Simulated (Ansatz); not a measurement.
# KCl: stress in a strained cell

Aim: deform KCl (x and y strained by +1.5 %, z held) and compute stress, forces and field gradients with LAPW, PAW and all-electron datasets made for the crystal.

Program: Ansatz 0.2.0. Level of theory: DFT PBE, scalar-relativistic. These are calculated values, not measurements.

## Step 1: The system as given

It takes space group Pm-3m (No. 221, cubic). Conventional cell: a = 3.634 Å, b = 3.634 Å, c = 3.634 Å, α = 90.00°, β = 90.00°, γ = 90.00°. Around K (site symmetry m-3m) lie 8 Cl at 3.15 Å. Around Cl (site symmetry m-3m) lie 8 K at 3.15 Å.

Coordinates:

```cif
data_structure
_symmetry_space_group_name_H-M 'Pm-3m'
_symmetry_Int_Tables_number 221
_cell_length_a 3.6340
_cell_length_b 3.6340
_cell_length_c 3.6340
_cell_angle_alpha 90.000
_cell_angle_beta 90.000
_cell_angle_gamma 90.000
_cell_volume 47.99
loop_
_atom_site_label
_atom_site_type_symbol
_atom_site_symmetry_multiplicity
_atom_site_Wyckoff_symbol
_atom_site_fract_x
_atom_site_fract_y
_atom_site_fract_z
_atom_site_occupancy
K1 K 1 a 0.00000 0.00000 0.00000 1
Cl1 Cl 1 b 0.50000 0.50000 0.50000 1
```

The file gives the conventional cell by its symmetry; the runs use the cell typed in the input.

Atoms are numbered in the order of the input: K1, Cl2.

## Step 2: The deformed structure

Space group Pm-3m before, P4/mmm after.

## Step 3: Full-potential LAPW

Input file input.yaml:

```yaml
crystal:
  lattice:
    - [3.68851, 0.0, 0.0]
    - [0.0, 3.68851, 0.0]
    - [0.0, 0.0, 3.634]
  atoms:
    - { symbol: K, position: [0.0, 0.0, 0.0] }
    - { symbol: Cl, position: [0.5, 0.5, 0.5] }
kpoints:
  mp_grid: { grid: [7, 7, 7] }
scf:
  occupations: { method: fermi_dirac, width: 0.01 }
hamiltonian:
  xc: pbe
  pseudopotentials: { kind: all_electron, lapw: { basis_error: 0.001 } }
output:
  forces: true
  stress: true
  eigenvalues: true
```

## Step 4: PAW on the default files

Edit input.yaml of step 3 so:

```diff
@@ -14,3 +14,3 @@
   xc: pbe
-  pseudopotentials: { kind: all_electron, lapw: { basis_error: 0.001 } }
+  pseudopotentials: { kind: paw }
 output:
@@ -19 +19,2 @@
   eigenvalues: true
+  efg: { contact_densities: true }
```

## Step 5: All-electron PAW on datasets made for the crystal

Edit input.yaml of step 4 so:

```diff
@@ -14,3 +14,3 @@
   xc: pbe
-  pseudopotentials: { kind: paw }
+  pseudopotentials: { kind: all_electron, datasets: crystal }
 output:
```

(Steps that only read results are left out.)

**Question.** What will these runs give? Wanted: pressure; largest shear or deviatoric stress.

The runs gave:

| quantity | value |
| --- | --- |
| pressure | LAPW 3.39, PAW 3.39, crystal datasets 3.39 GPa |
| largest shear or deviatoric stress (LAPW) | 0.50 GPa |

In words: The largest part of the stress beyond the pressure is 0.50 GPa in size, in the zz component; the atoms are carried along and not relaxed. No run of the undeformed cell stands beside it, so the pressure holds what the given cell had before the change. PAW: stress within 0.01 GPa of LAPW. Crystal datasets: stress within 0.01 GPa of LAPW.
